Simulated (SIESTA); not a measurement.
Runs of SIESTA 5.4.2 on ZrC. The structure is cubic, space group Fm-3m (No. 225). The conventional cell has a = 4.730 Å, b = 4.730 Å, c = 4.730 Å, α = 90.00°, β = 90.00°, γ = 90.00°. Around Zr (site symmetry m-3m) lie 6 C at 2.37 Å. C (site symmetry m-3m) is surrounded by 6 Zr at 2.37 Å. 

| task | level | potentials or basis | cell | k mesh | wannier functions | bands left out below | projections | wannier mesh | gap on the mesh (eV) | pressure (GPa) | V0 of scaled cells (Å³/atom) | B0 (GPa) | largest force (eV/Å) |
| --- | --- | --- | --- | --- | --- | --- | --- | --- | --- | --- | --- | --- | --- |
| equation of state | LDA | PseudoDojo 0.4 standard (LDA files), DZP (energy shift 0.003 Ry; two zetas on semicore shells) | as given | 10 × 10 × 10 | - | - | - | - | - | - | (a) | 247 | - |
| band structure | LDA | PseudoDojo 0.4 standard (LDA files), DZP (energy shift 0.003 Ry; two zetas on semicore shells) | as given | 10 × 10 × 10 | - | - | - | - | none | (b) | - | - | - |
| Wannier functions | PBE | PseudoDojo 0.4 standard (PBE files), SZP (energy shift 0.003 Ry) | atoms moved at random, drawn with an rms of 0.05 Å | 8 × 8 × 8 | 8 | 0 | ["C:s", "C:p", "Zr:s", "Zr:p"] | 6 × 6 × 6 | none | -0.1 | - | - | 0.37 |
| single point | PBEsol | PseudoDojo 0.4 standard (PBEsol files), DZP (energy shift 0.003 Ry; two zetas on semicore shells) | atoms moved at random, drawn with an rms of 0.05 Å | 10 × 10 × 10 | - | - | - | - | none | -6.3 | - | - | 0.35 |
| equation of state | PBEsol | PseudoDojo 0.4 standard (PBEsol files), DZP (energy shift 0.003 Ry; two zetas on semicore shells) | as given | 10 × 10 × 10 | - | - | - | - | - | - | 12.85 | 237 | - |

Alike in all rows: no spin polarisation; smearing fermi-dirac 0.05 eV; grid cutoff 800 Ry; energy shift 0.003 Ry.

Fill in the values left out.

(a) 12.63; (b) -10.3.

Caveats: the basis of atomic orbitals isn't converged, which shifts pressures, moduli and gaps; the cell is metallic, so the lowest bands form no isolated group (some runs).

A k mesh can miss the band edges, and the runs leave out spin-orbit coupling on Zr.

A gap of «none» marks a metal or a gap under the smearing width.
